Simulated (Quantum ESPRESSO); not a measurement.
The system is TaN.

```
Ta N
1.0
     0.00000    2.17900    2.17900
     2.17900    0.00000    2.17900
     2.17900    2.17900    0.00000
Ta N
1 1
Cartesian
  2.1790 2.1790 2.1790
  0.0000 0.0000 0.0000
```

| Property | Result |
| --- | --- |
| Program | Quantum ESPRESSO 7.5 |
| Task | phonons |
| Functional | PBE |
| Potentials or basis | JTH 2.0 PBE |
| Cutoff | 707 eV |
| Density cutoff | 4245 eV |
| k mesh | 10 × 10 × 10 |
| Occupations | gaussian, width 0.2 eV |
| Spin | no spin polarisation |
| Mixing beta | 0.5 |
| Most SCF iterations | 120 |
| SCF threshold | 4e-10 Ry |

Task: Where do the zone-centre optical modes lie?

Result: T1u at 431 cm⁻¹ (IR).

Optical modes at Γ, degenerate ones joined:
| cm⁻¹ | components | symmetry | active in |
| --- | --- | --- | --- |
| 431 | 3 | T1u | IR |

Caveat: the cell is more than 3 GPa from zero pressure, which shifts response properties.
